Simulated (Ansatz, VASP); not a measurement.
Two plane-wave programs on BAs

```
CELL_PARAMETERS angstrom
0.00000 2.38850 2.38850
2.38850 0.00000 2.38850
2.38850 2.38850 0.00000
ATOMIC_POSITIONS crystal
As 0.75000 0.75000 0.75000
B 0.00000 0.00000 0.00000
```

Alike in both runs: task single point; functional PBE; k mesh 10 × 10 × 10; occupations gaussian, width 0.019 eV; no spin polarisation.

|  | VASP | Ansatz |
| --- | --- | --- |
| version | VASP 6.6.1 | Ansatz 0.2.0 |
| potentials or method | VASP PAW PBE potentials, release 64 (As, B) | Ansatz PAW |
| plane-wave cutoff (eV) | 520 | 420 |
| valence electrons in the cell | 8 | 18 |

Ansatz gave:

* gap on the k mesh at the Fermi level (eV): 1.18
* least direct gap on the mesh (eV): 3.28
* pressure (GPa): 2.8

Question: Estimate VASP's values.

Answer: gap on the k mesh at the Fermi level (eV): 1.18; least direct gap on the mesh (eV): 3.28; pressure (GPa): 3.4.

The two sets of potentials don't hold the same shells in valence.

A k mesh can miss the band edges.
